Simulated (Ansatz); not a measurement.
Runs of Ansatz 0.2.0 on Cr. It takes space group P6_3/mmc (No. 194, hexagonal). The conventional cell has a = 2.714 Å, b = 2.714 Å, c = 4.410 Å, α = 90.00°, β = 90.00°, γ = 120.00°. Cr (site symmetry -6m2) has 12 Cr at 2.71 Å as nearest neighbours. This isn't the form of Cr at room conditions, which is bcc.

```tsv
task	level	cell	cutoff (eV)	gap on the mesh (eV)	pressure (GPa)	moment (μB)	relaxed volume (Å³/atom)
relaxation of cell and atoms	PBEsol0	relaxed	420	none	0.0	2.76	11.51
relaxation of cell and atoms	HSE03	relaxed	420	none	0.0	5.25	(c)
single point	HF	as given	420	none	(b)	6.59	-
relaxation of cell and atoms	HSE06	relaxed	420	none	0.0	5.24	14.04
single point	r2SCANh	as given	500	none	-14.0	4.39	-
single point	B3LYP	as given	420	none	(d)	2.98	-
single point	PBEsol0	as given	420	none	-30.4	3.13	-
relaxation of cell and atoms	B3LYP	relaxed	420	none	0.0	2.76	(a)
```

Alike in all rows: potentials or basis Ansatz PAW; spin collinear, ferromagnetic start; k mesh 6 × 6 × 3; smearing fermi-dirac 0.05 eV; the mesh is coarse, so values aren't converged.

Problem. Fill in the values left out.

Solution. (a) 12.19; (b) 69.7; (c) 14.07; (d) -21.7.

Caveats: all runs use coarse meshes; the magnetic or orbital state may not be the lowest; the PAW data sets come from PBE, with cores solved anew for the run's functional, which leaves a small shift of forces and pressure; the plane-wave basis is chosen anew once the cell has moved, so the energies of steps on either side of that aren't comparable (some runs); the thresholds are loose for stress (some runs); so large a pressure means that the cell lies far from this level's equilibrium, or that cutoff or potentials fall short (some runs); the volume moved by over 15 % at a fixed basis, so the end points are rough (some runs); the volume moved by -18 % from the deposited cell, more than functionals usually miss (some runs).

A gap of «none» marks a metal or a gap under the smearing width.
